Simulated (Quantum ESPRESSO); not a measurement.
The system is CuO (Tenorite).

```xyz
4
Lattice="2.3447 -1.7134 0.0000 2.3447 1.7134 0.0000 -0.8606 0.0000 5.0594" Properties=species:S:1:pos:R:3 pbc="T T T"
Cu    0.7420   -0.8457    2.5297
Cu    1.1723    0.8457    0.0000
O     1.6421    0.2841    3.8133
O     2.0724   -0.2841    1.2836
```

```yaml
Program: Quantum ESPRESSO 7.5
Task: single point
Functional: PBE
Potentials_or_basis: SSSP 1.3 efficiency PBE
Cutoff: 748 eV
Density_cutoff: 5987 eV
k_mesh: 10 × 10 × 5
Occupations: fermi-dirac, width 0.05 eV
Spin: no spin polarisation
```

On this cell: pressure 5.4 GPa; largest force 0.775 eV/Å; band gap on the k mesh none (metal or under the smearing width).

The same run follows on a disturbed copy (atoms moved at random, drawn with an rms of 0.05 Å):

```
CELL_PARAMETERS angstrom
2.34465 -1.71340 0.00000
2.34465 1.71340 0.00000
-0.86055 0.00000 5.05944
ATOMIC_POSITIONS crystal
Cu 0.50570 0.99000 0.49524
Cu 0.01154 0.50101 0.99728
O 0.40012 0.57752 0.76099
O 0.57635 0.41408 0.25814
```

Task: What does the disturbed cell give?

Result: The energy (extrapolated to zero smearing) moves by +19.8 meV/atom; pressure 6.3 GPa; largest force 1.607 eV/Å; band gap on the k mesh none (metal or under the smearing width).

Forces in eV/Å, atoms in the order of the input:
```
Cu  -0.215  0.231  0.896
Cu  -1.144  0.532  0.828
O    0.928 -0.751 -1.075
O    0.431 -0.012 -0.648
```

Stress tensor (GPa, compression positive):
```
 6.79 -0.03 -2.83
-0.03  6.49  0.77
-2.83  0.77  5.59
```

Caveats: the run has no spin polarisation, though such a crystal can be magnetic; semilocal functionals often make such compounds metallic where correlation or magnetic order opens a gap, which also shifts bond lengths.
